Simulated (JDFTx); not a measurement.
Wanted: the native input for a JDFTx 1.7.0 (patched build) run.

- Task: single point
- Functional: LDA
- Potentials or basis: PseudoDojo-SR-LDA-0.4.1-standard with smoothed tails
- Cutoff: 1007 eV
- Density cutoff: 8055 eV
- k mesh: 9 × 9 × 9
- Occupations: gaussian, width 0.1 eV
- Spin: no spin polarisation
- Local potential set to -Z/r beyond: 6 bohr
- Bands: 10
- Density cutoff over wavefunction cutoff: 8
- Max SCF steps: 100
- SCF threshold on the energy: 1e-09 Ha
- Solver of the electrons: scf
- Further solve for the empty bands: yes

Crystal: LiCl.

```
Cl Li
1.0
     0.00000    2.56477    2.56477
     2.56477    0.00000    2.56477
     2.56477    2.56477    0.00000
Cl Li
1 1
Direct
  0.50000 0.50000 0.50000
  0.00000 0.00000 0.00000
```

These files were run (other wordings do the same):

LiCl.in

```
lattice \
    0.0000000000     2.5647700000     2.5647700000 \
    2.5647700000     0.0000000000     2.5647700000 \
    2.5647700000     2.5647700000     0.0000000000
latt-scale 1.889726124626 1.889726124626 1.889726124626
coords-type Lattice
ion Cl     0.5000000000     0.5000000000     0.5000000000 1
ion Li     0.0000000000     0.0000000000     0.0000000000 1

ion-species pseudo/Cl.upf
ion-species pseudo/Li.upf
elec-cutoff 37 296
elec-ex-corr lda-PW
kpoint-folding 9 9 9
elec-smearing Gauss 0.0018374661
elec-n-bands 10
electronic-SCF nIterations 100 energyDiffThreshold 1e-09
electronic-minimize nIterations 30 energyDiffThreshold 1e-7
converge-empty-states yes
forces-output-coords Cartesian

dump-name run.$VAR
dump End Ecomponents EigStats BandEigs Kpoints Forces Stress
```

Potentials or basis: PseudoDojo-SR-LDA-0.4.1-standard with smoothed tails.

Command:

```bash
$ jdftx -c 1 -i LiCl.in -o LiCl.out
```

Results of the run:

```
Pressure               : -3.2 GPa
Band gap on the k mesh : 5.99 eV, direct
Loewdin charges        : Cl -0.59; Li +0.66 e
```

Caveat: the empty levels aren't tightly converged; an odd mesh through Γ misses points on the zone boundary, where band edges often lie.

Run time: 24 s on 1 thread of Intel(R) Xeon(R) 6975P-C (Granite Rapids), on a shared host, peak memory 0.1 GiB.
